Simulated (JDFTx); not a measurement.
BaTiO3 (Barioperovskite):

```
Ba Ti O
1.0
     3.98550    0.00000    0.00000
     0.00000    2.83690    2.84515
     0.00000   -2.83690    2.84515
Ba Ti O
1 1 3
Direct
  0.00000 0.00000 0.00000
  0.50000 0.51240 0.51240
  0.50000 0.99184 0.50524
  0.50000 0.50524 0.99184
  0.00000 0.48740 0.48740
```

| Quantity | Value |
| --- | --- |
| Program | JDFTx 1.7.0 (patched build) |
| Task | single point |
| Functional | PBEsol |
| Potentials or basis | PseudoDojo-SR-PBEsol-0.4.1-standard with smoothed tails |
| Cutoff | 1143 eV |
| Density cutoff | 9143 eV |
| k mesh | 7 × 7 × 7 |
| Occupations | fermi-dirac, width 0.05 eV |
| Spin | no spin polarisation |

On this cell: pressure -3.6 GPa; largest force 0.295 eV/Å; band gap on the k mesh 1.93 eV, indirect (least direct gap 2.05 eV).

The same run follows on a disturbed copy (atoms moved at random, drawn with an rms of 0.05 Å):

```xyz
5
Lattice="3.9855 0.0000 0.0000 0.0000 2.8369 2.8451 0.0000 -2.8369 2.8451" Properties=species:S:1:pos:R:3 pbc="T T T"
Ba    0.0021   -0.0176    0.0169
Ti    2.0084   -0.0190    2.9397
O     1.9943    1.3448    4.2117
O     2.0598   -1.4399    4.3012
O     0.0209   -0.0364    2.8232
```

Q: What changes?

A: The energy moves by +2.2 meV/atom; pressure -3.0 GPa; largest force 0.640 eV/Å; band gap on the k mesh 1.95 eV, indirect (least direct gap 2.13 eV).

Forces in eV/Å, atoms in the order of the input:
```
Ba   0.108 -0.098  0.172
Ti  -0.038  0.227  0.119
O    0.061  0.007  0.250
O   -0.253  0.091 -0.581
O    0.122 -0.227  0.041
```

Stress tensor (GPa, compression positive):
```
-3.08  0.05 -0.03
 0.05 -2.88  1.18
-0.03  1.18 -3.05
```

Caveats: this release of the barium file is off; spin-orbit coupling is left out, which moves the levels of the heavy elements; an odd mesh through Γ misses points on the zone boundary, where band edges often lie; the empty levels aren't tightly converged (some runs).
